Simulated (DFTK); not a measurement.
The system is NiO.

```
Ni O
1.0
     0.00000    2.08590    2.08590
     2.08590    0.00000    2.08590
     2.08590    2.08590    0.00000
Ni O
1 1
Direct
  0.00000 0.00000 0.00000
  0.50000 0.50000 0.50000
```

Base run:

```yaml
Program: DFTK 0.8.2
Functional: PBE
Potentials_or_basis: SPMS 1.0 (PBE)
Cutoff: 816 eV
k_mesh: 10 × 10 × 10
Occupations: fermi-dirac, width 0.05 eV
Spin: collinear spin, ferromagnetic start
Starting_moments: "[1.0, 0.0] μB"
```

Its results: band gap on the k mesh none (metal or under the smearing width); net moment 1.59 μB per cell; site moments Ni +1.32; O +0.27 μB.

The run is repeated on the same cell with these changes: functional from PBE to PBEsol. What comes out?

Band gap on the k mesh none (metal or under the smearing width); net moment 0.51 μB per cell; site moments Ni +0.44; O +0.07 μB.

Caveats: a cell with one magnetic atom can't hold antiferromagnetic order, which such compounds often take; semilocal functionals often make such compounds metallic where correlation or magnetic order opens a gap, which also shifts bond lengths.

Not every run made on this cell is shown here.
